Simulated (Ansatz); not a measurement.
## GeTe (alpha-GeTe type, space group R3m): scan of one atom of the cell

Starting cell, GeTe (alpha-GeTe type, space group R3m):

```
GeTe
1.0
    4.22663     2.44024     7.27983
   -2.11331     1.22012     3.63992
    0.00000    -2.44024     3.63992
Ge Te
2 2
Direct
  0.11712   0.23423   0.23423
  0.61712   0.23423   0.23423
  0.38288   0.76577   0.76577
  0.88288   0.76577   0.76577
```

Scan: atom 3 (Te, nearest neighbour Ge at 2.852 Å; its periodic images, 4.2 Å or more away, move with it) is displaced towards the nearest neighbour, direction (0.741, -0.428, 0.517) in Cartesian axes, by s. The other atoms stay.

These are PBE (plane waves to 420 eV, PAW, scalar-relativistic; Ansatz, a quantum-chemistry and plane-wave program) values and carry that method's errors. k mesh 4×8×8 (Γ-centred), Fermi-Dirac smearing 0.05 eV. E stands for the smeared free energy. Compression counts positive. F∥ is the force on the atom along that direction. F⊥ is the part of the force across the line. GeTe was relaxed with its symmetry unable to fall. Spin-orbit coupling is left out, though Te is heavy. ΔE is measured from the undisplaced structure.

| s (Å) | ΔE (meV/cell) | |F⊥| (eV/Å) | F∥ (eV/Å) | P (GPa) |
|---|---|---|---|---|
| -0.290 | 123.3 | 0.123 | 0.774 | -0.08 |
| -0.232 | 82.1 | 0.103 | 0.645 | -0.16 |
| -0.174 | 48.5 | 0.083 | 0.513 | -0.19 |
| -0.116 | 22.9 | 0.061 | 0.368 | -0.18 |
| -0.058 | 6.2 | 0.037 | 0.202 | -0.11 |
| 0.000 | 0.0 | 0.013 | 0.008 | 0.00 |
| 0.058 | 6.0 | 0.021 | -0.223 | 0.17 |
| 0.116 | 26.7 | 0.052 | -0.496 | 0.40 |
| 0.174 | 64.6 | 0.085 | -0.821 | 0.69 |
| 0.232 | 123.1 | 0.121 | -1.208 | 1.06 |
| 0.290 | 206.1 | 0.158 | -1.667 | 1.52 |

Read from the data:

- Energy at s = 0.290 Å = 206.1 meV/cell
- Force along the line at s = -0.290 Å = 0.774 eV/Å
- Symmetry of the curve = not even: the positive side lies higher at ±0.290 Å
- Shape of the curve = a single well with its minimum at or next to zero displacement
- Force constant k = d²E/ds² at s = 0 (finite differences) = 3.64 eV/Å²
- Harmonic estimate at the end of the scan = ½ks² = 153.0 meV/cell against the computed 206.1 meV/cell, so the well is stiffer than harmonic there

(A displaced cell: forces are minus the slopes of the energy, force constants its curvatures, and phonons follow from these.)
